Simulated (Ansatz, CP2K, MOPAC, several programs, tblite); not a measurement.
Energy against volume for AlP (started from an entry of an open crystallographic database), at fixed shape and fractional coordinates, computed by several methods (PBE and r2SCAN, where shown, with plane waves in Ansatz); the cell shown is that of r2SCAN. It is cubic, F-43m (No. 216); conventional cell a = 5.479 Å, 20.55 Å³ an atom. Al is surrounded by 4 P at 2.37 Å; P is surrounded by 4 Al at 2.37 Å. (Simulation; spin polarisation is off.) Energies count from each curve's lowest point; fits are third-order Birch-Murnaghan.

```
CELL_PARAMETERS angstrom
0.00000 2.73926 2.73926
2.73926 0.00000 2.73926
2.73926 2.73926 0.00000
ATOMIC_POSITIONS crystal
Al 0.00000 0.00000 0.00000
P 0.25000 0.25000 0.25000
```

GFN1-xTB (tblite), on the shape of the cell shown, as a cluster of 64 atoms at the zone centre:

| V (Å³/atom) | E (meV/atom) |
| --- | --- |
| 18.088 | 159.02 |
| 19.321 | 54.85 |
| 20.554 | 8.36 |
| 21.787 | 0.00 |
| 23.021 | 8.56 |

This method closes the gap of a crystal that DFT finds insulating, so its curve rests on a wrong state.
The points scatter about the fit by more than 0.3 meV an atom, so no fit is quoted.

Problem. PBE/SZV (CP2K), on the shape of the cell shown, gives
```csv
V (Å³/atom),E (meV/atom)
18.088,221.56
19.321,89.86
20.554,21.28
21.787,0.00
23.021,14.19
```
What equilibrium volume and bulk modulus follow?

Solution. V₀ = 21.85 Å³ an atom and B₀ = 80 GPa.

PM7 (MOPAC), on the shape of the cell shown, as a cluster of 64 atoms at the zone centre:

| V (Å³/atom) | E (meV/atom) |
| --- | --- |
| 18.088 | 234.24 |
| 19.321 | 51.45 |
| 20.554 | 0.00 |
| 21.787 | 32.34 |
| 23.021 | 120.89 |

V₀ = 20.61 Å³ an atom and B₀ = 179 GPa.

Problem. r2SCAN, on the shape of its own relaxed cell, gives
```tsv
V (Å³/atom)	E (meV/atom)
19.321	23.53
19.938	5.66
20.554	0.00
21.171	4.84
21.787	18.69
```
What equilibrium volume and bulk modulus follow?

Solution. V₀ = 20.56 Å³ an atom and B₀ = 91 GPa.

PBE, on the shape of its own relaxed cell:
```csv
V (Å³/atom),E (meV/atom)
19.622,22.24
20.248,5.41
20.874,0.00
21.500,4.33
22.127,17.03
```
V₀ = 20.89 Å³ an atom and B₀ = 83 GPa.
